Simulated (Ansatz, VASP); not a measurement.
# WC (de600): VASP beside Ansatz

```
CELL_PARAMETERS angstrom
2.88425 0.00000 0.00000
-1.44212 2.49783 0.00000
0.00000 0.00000 2.81198
ATOMIC_POSITIONS crystal
W 0.00000 0.00000 0.00000
C 0.66667 0.33333 0.50000
```

Alike in both runs: functional LDA; k mesh 15 × 15 × 12; occupations gaussian, width 0.1 eV; no spin polarisation.

Ansatz relaxed the structure, and its values are those at the end. VASP's run is a single point on that final structure, the one shown.

|  | VASP | Ansatz |
| --- | --- | --- |
| version | VASP 6.6.1 | Ansatz 0.2.0 |
| potentials or method | VASP PAW LDA potentials, release 64 (W_sv, C) | scalar-relativistic, plane waves, PAW |
| plane-wave cutoff (eV) | 520 | 600 |
| valence electrons in the cell | 18 | 18 |

|  | VASP | Ansatz | Ansatz less VASP |
| --- | --- | --- | --- |
| gap on the k mesh at the Fermi level (eV) | none | none | - |
| pressure (GPa) | 2.6 | 0.0 | -2.59 |

A gap of «none» marks a metal or a gap that the smearing closes. Ansatz warned: «pseudo_functional_mismatch».

Spin-orbit coupling is left out, which matters for the levels of W.
